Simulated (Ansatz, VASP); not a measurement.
Cs: VASP beside Ansatz

```
Cs
1.0
     5.04350    0.00000    0.00000
     0.00000    5.04350    0.00000
     0.00000    0.00000    5.03004
Cs
1
Direct
  0.50000 0.50000 0.00000
```

Alike in both runs: functional PBE; k mesh 12 × 12 × 12; occupations gaussian, width 0.1 eV; no spin polarisation.

Ansatz relaxed the structure, and its values are those at the end. VASP's run is a single point on that final structure, the one shown.

```csv
,VASP,Ansatz
version,VASP 6.6.1,Ansatz 0.2.0
potentials or method,"VASP PAW PBE potentials, release 64 (Cs_sv)","scalar-relativistic, plane waves, PAW"
plane-wave cutoff (eV),520,420
valence electrons in the cell,9,9
```

```tsv
	VASP	Ansatz	Ansatz less VASP
gap on the k mesh at the Fermi level (eV)	none	none	-
pressure (GPa)	0.0	0.0	0.00
```

A gap of «none» marks a metal or a gap that the smearing closes.

Spin-orbit coupling is left out, which matters for the levels of Cs.
